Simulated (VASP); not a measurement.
# NiO (Fm-3m) in VASP: settings compared

The runs below take NiO through elastic constants, band structure, with PBEsol+rVV10, r2SCAN.

Program: VASP 6.6.1. These are calculated values, not measurements. Logs are shortened: lines on timing, memory, paths and dates and some standing lists are left out, and cuts for length are marked.

## 1. The structure

It takes space group Fm-3m (No. 225, cubic). The conventional cell has a = 4.172 Å, b = 4.172 Å, c = 4.172 Å, α = 90.00°, β = 90.00°, γ = 90.00°. Ni (site symmetry m-3m) has 6 O at 2.09 Å as nearest neighbours. O (site symmetry m-3m) has 6 Ni at 2.09 Å as nearest neighbours.

## 2. Elastic constants, PBEsol+rVV10

File POSCAR:

```
NiO
1.0
    0.0000000000      2.0859016414      2.0859016414
    2.0859016414      0.0000000000      2.0859016414
    2.0859016414      2.0859016414      0.0000000000
Ni O
1 1
Direct
    0.0000000000      0.0000000000      0.0000000000
    0.5000000000      0.5000000000      0.5000000000
```

File INCAR.step1:

```
ALGO = Normal
BPARAM = 20.0
CPARAM = 0.0093
EDIFF = 1E-8
EDIFFG = -0.002
ENCUT = 600
GGA = PS
IBRION = 2
ISIF = 3
ISMEAR = -1
IVDW_NL = 2
LASPH = True
LCHARG = False
LREAL = False
LUSE_VDW = True
LWAVE = False
NELM = 150
NSW = 40
PREC = Accurate
SIGMA = 0.1
```

File INCAR.step2:

```
ALGO = Normal
BPARAM = 20.0
CPARAM = 0.0093
EDIFF = 1E-8
ENCUT = 600
GGA = PS
IBRION = 6
ISIF = 3
ISMEAR = -1
IVDW_NL = 2
LASPH = True
LCHARG = False
LREAL = False
LUSE_VDW = True
LWAVE = False
NELM = 150
NFREE = 2
NSW = 1
POTIM = 0.015
PREC = Accurate
SIGMA = 0.1
```

File KPOINTS:

```
k-points
0
Gamma
  8 8 8
```

Potentials or basis: VASP PAW PBE potentials, release 64 (Ni, O).

Command:

```
cat potpaw_PBE.64/Ni/POTCAR potpaw_PBE.64/O/POTCAR > POTCAR
cp INCAR.step1 INCAR
mpirun -np 1 vasp_std > vasp.out
cp CONTCAR POSCAR
cp INCAR.step2 INCAR
mpirun -np 1 vasp_std > vasp.out
```

OUTCAR:

```text
BPARAM = 20.0
   EDIFF = 1E-8
   ENCUT = 600
   GGA = PS
   IBRION = 6
   ISIF = 3
   ISMEAR = -1
   IVDW_NL = 2
   LASPH = True
   LREAL = False
   NELM = 150
   NFREE = 2
   NSW = 1
   POTIM = 0.015
   PREC = Accurate

 ion  position               nearest neighbor table
   1  0.000  0.000  0.000-   2 2.05   2 2.05   2 2.05   2 2.05   2 2.05   2 2.05
   2  0.500  0.500  0.500-   1 2.05   1 2.05   1 2.05   1 2.05   1 2.05   1 2.05

  LATTYP: Found a face centered cubic cell.
 ALAT       =     4.0907157415

  Lattice vectors:

 A1 = (   0.0000000000,   2.0453578708,   2.0453578708)
 A2 = (   2.0453578708,   0.0000000000,   2.0453578708)
 A3 = (   2.0453578708,   2.0453578708,   0.0000000000)

Analysis of symmetry for initial positions (statically):
=====================================================================
 Subroutine PRICEL returns:
 Original cell was already a primitive cell.

 Routine SETGRP: Setting up the symmetry group for a
 face centered cubic supercell.

 Subroutine GETGRP returns: Found 48 space group operations
 (whereof 48 operations were pure point group operations)
 out of a pool of 48 trial point group operations.

The static configuration has the point symmetry O_h .

Analysis of symmetry for dynamics (positions and initial velocities):
=====================================================================
 Subroutine PRICEL returns:
 Original cell was already a primitive cell.

 Routine SETGRP: Setting up the symmetry group for a
 face centered cubic supercell.

 Subroutine GETGRP returns: Found 48 space group operations
 (whereof 48 operations were pure point group operations)
 out of a pool of 48 trial point group operations.

The dynamic configuration has the point symmetry O_h .

 Subroutine INISYM returns: Found 48 space group operations
 (whereof 48 operations are pure point group operations),
 and found     1 'primitive' translations

----------------------------------------------------------------------------------------

                                     Primitive cell

  volume of cell :      17.1135

  direct lattice vectors                    reciprocal lattice vectors
     0.000000000  2.045357871  2.045357871    -0.244455998  0.244455998  0.244455998
     2.045357871  0.000000000  2.045357871     0.244455998 -0.244455998  0.244455998
     2.045357871  2.045357871  0.000000000     0.244455998  0.244455998 -0.244455998

  length of vectors
     2.892572841  2.892572841  2.892572841     0.423410209  0.423410209  0.423410209

  position of ions in fractional coordinates (direct lattice)
     0.000000000  0.000000000  0.000000000
     0.500000000  0.500000000  0.500000000

  ion indices of the primitive-cell ions
   primitive index   ion index
                 1           1
                 2           2

----------------------------------------------------------------------------------------

 KPOINTS: k-points

Automatic generation of k-mesh.
 Grid dimensions read from file:
 generate k-points for:    8    8    8

 Generating k-lattice:

[... 118 lines left out ...]
------------------------ aborting loop because EDIFF is reached ----------------------------------------

  FORCE on cell =-STRESS in cart. coord.  units (eV):
  Direction    XX          YY          ZZ          XY          YZ          ZX
  --------------------------------------------------------------------------------------
  -------------------------------------------------------------------------------------
  Total        0.0067272      0.0067272      0.0067272      0.0000000     -0.0000000      0.0000000
  in kB        0.6298062      0.6298062      0.6298062      0.0000000     -0.0000000      0.0000000
  external PRESSURE =       0.6298062 kB  Pullay stress =       0.0000000 kB
[... 89 lines left out ...]
  FREE ENERGIE OF THE ION-ELECTRON SYSTEM (eV)
  ---------------------------------------------------
  free  energy   TOTEN  =       -12.2294604325 eV

  energy  without entropy=      -12.1583203788  energy(sigma->0) =      -12.19389041

[... ionic steps 4 to 14 ...]

--------------------------------------- Ionic step       15  -------------------------------------------

 number of electron      15.9999995 magnetization

------------------------ aborting loop because EDIFF is reached ----------------------------------------
[... 67 lines left out ...]
--------------------------------------- Ionic step       17  -------------------------------------------

 number of electron      15.9999994 magnetization

 Free energy of the ion-electron system (eV)
  ---------------------------------------------------
  ext. energy  EPLUGINS =         0.00000000
  ---------------------------------------------------
  free energy    TOTEN  =       -12.23328008 eV

  energy without entropy =      -12.16141386  energy(sigma->0) =      -12.19734697

 E-fermi :   8.6793     XC(G=0): -13.3341

 val. band max:        8.6755798507   @ k =   0.3750   0.2500   0.0000
 cond. band min:       8.6858967617   @ k =   0.0000  -0.3750   0.3750
 fundamental gap:      0.0103169110
 Fermi energy:         8.6793482536

 k-point     1 :       0.0000    0.0000    0.0000
  band No.  band energies     occupation
      1     -12.3496      2.00000
      2       5.2773      2.00000
      3       5.2818      2.00000
      4       5.2818      2.00000
      5       6.6075      2.00000
      6       6.6112      2.00000
      7       6.6112      2.00000
      8       6.9070      2.00000
      9       6.9148      2.00000
     10      10.5485      0.00000
     11      26.4274      0.00000
     12      28.0681      0.00000
[... 571 lines left out ...]
 k-point    40 :       0.0000   -0.3750    0.2500
  band No.  band energies     occupation
      1     -10.6745      2.00000
      2       0.8009      2.00000
      3       2.1721      2.00000
      4       2.8958      2.00000
      5       7.2964      2.00000
      6       7.5389      1.99998
      7       7.8473      1.99951
      8       8.4728      1.77509
      9       9.5715      0.00027
     10      17.1015      0.00000
     11      18.5227      0.00000
     12      20.0523      0.00000

 [... further k-points ...]

------------------------ aborting loop because EDIFF is reached ----------------------------------------

  FORCE on cell =-STRESS in cart. coord.  units (eV):
  Direction    XX          YY          ZZ          XY          YZ          ZX
  --------------------------------------------------------------------------------------
  -------------------------------------------------------------------------------------
  Total        0.0167542      0.0073957      0.0073957      0.0000000     -0.0000000     -0.0000000
  in kB        1.5685422      0.6923953      0.6923953      0.0000000     -0.0000000     -0.0000000
  external PRESSURE =       0.9844442 kB  Pullay stress =       0.0000000 kB
[... 17 lines left out ...]
  FREE ENERGIE OF THE ION-ELECTRON SYSTEM (eV)
  ---------------------------------------------------
  free  energy   TOTEN  =       -12.2332800845 eV

  energy  without entropy=      -12.1614138560  energy(sigma->0) =      -12.19734697

 INTERNAL STRAIN TENSORS FROM STRAINED CELLS
 ============================================

 INTERNAL STRAIN TENSOR FOR ION    1 for displacements in x,y,z  (eV/Angst):
          X           Y           Z          XY          YZ          ZX
  --------------------------------------------------------------------------------
  x    -0.00000    -0.00000     0.00000     0.00000     0.00000    -0.00000
  y    -0.00000     0.00000    -0.00000     0.00000    -0.00000    -0.00000
  z     0.00000    -0.00000     0.00000    -0.00000    -0.00000     0.00000

 INTERNAL STRAIN TENSORS FROM DISPLACED ATOMS
 ============================================

 INTERNAL STRAIN TENSOR FOR ION    1 for displacements in x,y,z  (eV/Angst):
          X           Y           Z          XY          YZ          ZX
  --------------------------------------------------------------------------------
  x     0.00000     0.00000     0.00000     0.00000     0.00000     0.00000
  y     0.00000     0.00000     0.00000     0.00000     0.00000     0.00000
  z     0.00000     0.00000     0.00000     0.00000     0.00000     0.00000

 INTERNAL STRAIN TENSOR FOR ION    2 for displacements in x,y,z  (eV/Angst):
          X           Y           Z          XY          YZ          ZX
  --------------------------------------------------------------------------------
  x     0.00000     0.00000     0.00000     0.00000     0.00000     0.00000
  y     0.00000     0.00000     0.00000     0.00000     0.00000     0.00000
  z     0.00000     0.00000     0.00000     0.00000     0.00000     0.00000

 Eigenvectors and eigenvalues of the dynamical matrix
 ----------------------------------------------------

   1 f  =   10.460505 THz    65.725292 2PiTHz  348.924893 cm-1    43.261154 meV
             X         Y         Z           dx          dy          dz
      0.000000  0.000000  0.000000     0.462762    0.000000   -0.000000
      2.045358  2.045358  2.045358    -0.886483   -0.000000    0.000000
[... 21 lines left out ...]
   6 f/i=    0.000898 THz     0.005640 2PiTHz    0.029943 cm-1     0.003712 meV
             X         Y         Z           dx          dy          dz
      0.000000  0.000000  0.000000     0.014734   -0.829518    0.312306
      2.045358  2.045358  2.045358     0.007691   -0.433025    0.163030

--------------------------------------------------------------------------------------------------------

 ELASTIC MODULI CONTR FROM IONIC RELAXATION (kBar)
 Direction    XX          YY          ZZ          XY          YZ          ZX
 --------------------------------------------------------------------------------
 XX           0.0000      0.0000      0.0000      0.0000      0.0000      0.0000
 YY           0.0000      0.0000      0.0000      0.0000      0.0000      0.0000
 ZZ           0.0000      0.0000      0.0000      0.0000      0.0000      0.0000
 XY           0.0000      0.0000      0.0000      0.0000      0.0000      0.0000
 YZ           0.0000      0.0000      0.0000      0.0000      0.0000      0.0000
 ZX           0.0000      0.0000      0.0000      0.0000      0.0000      0.0000
 --------------------------------------------------------------------------------

 TOTAL ELASTIC MODULI (kBar)
 Direction    XX          YY          ZZ          XY          YZ          ZX
 --------------------------------------------------------------------------------
 XX        3406.7420   1877.2724   1877.2724     -0.0000      0.0000      0.0000
 YY        1877.2724   3406.7420   1877.2724      0.0000      0.0000      0.0000
 ZZ        1877.2724   1877.2724   3406.7420      0.0000     -0.0000     -0.0000
 XY          -0.0000      0.0000      0.0000    351.3358      0.0000      0.0000
 YZ           0.0000      0.0000     -0.0000      0.0000    351.3358      0.0000
 ZX           0.0000      0.0000     -0.0000      0.0000      0.0000    351.3358
 --------------------------------------------------------------------------------
```

Run time: 6.1 min. Hardware: 1 thread of AMD EPYC 9R45 (Zen 5), shared host; peak memory 0.25 GiB.

Results:

| Item | Value |
| --- | --- |
| Relaxed volume | 8.56 Å³/atom |
| Relaxed cell | a = 2.893 Å, b = 2.893 Å, c = 2.893 Å, α = 60.00°, β = 60.00°, γ = 60.00° |
| Space group after relaxing (to 0.05 Å) | Fm-3m (No. 225) |
| Elastic constants C11, C12, C44 | 341, 188, 35 GPa |
| Voigt bulk modulus | 239 GPa |
| Highest phonon frequency at Γ, LO-TO splitting left out | 349 cm⁻¹ |

The path:
```csv
step,energy change (eV),largest force (eV/Å),pressure (GPa),volume (Å³)
1,0.0000,0.0000,-12.25,18.15
2,-0.0171,0.0000,11.45,16.39
3,-0.0420,0.0000,-0.06,17.12
4,-0.0420,0.0000,0.22,17.10
5,-0.0420,0.0000,-0.16,17.13
6,-0.0420,0.0000,0.01,17.11
```

Final structure:
```
Ni O
1.0
     0.00000    2.04536    2.04536
     2.04536    0.00000    2.04536
     2.04536    2.04536    0.00000
Ni O
1 1
Direct
  0.00000 0.00000 0.00000
  0.50000 0.50000 0.50000
```

Phonon frequencies in cm⁻¹ (negative: imaginary):
```tsv
q point	frequencies
(0.000, 0.000, 0.000)	0 0 0 349 349 349
```

Elastic tensor in Voigt notation (GPa, in the Cartesian axes of the cell as first typed):
```
341 188 188   0   0   0
188 341 188   0   0   0
188 188 341   0   0   0
  0   0   0  35   0   0
  0   0   0   0  35   0
  0   0   0   0   0  35
```

Clamped-ion elastic tensor (GPa):
```
341 188 188   0   0   0
188 341 188   0   0   0
188 188 341   0   0   0
  0   0   0  35   0   0
  0   0   0   0  35   0
  0   0   0   0   0  35
```

Caveat: the PAW data sets were made with another functional, which shifts forces and pressure a little; the run has no spin polarisation, though such a crystal can be magnetic. Spin polarisation is off, so any magnetic state and its effect on volume and gap are missing.

[end of part 1 of 2]
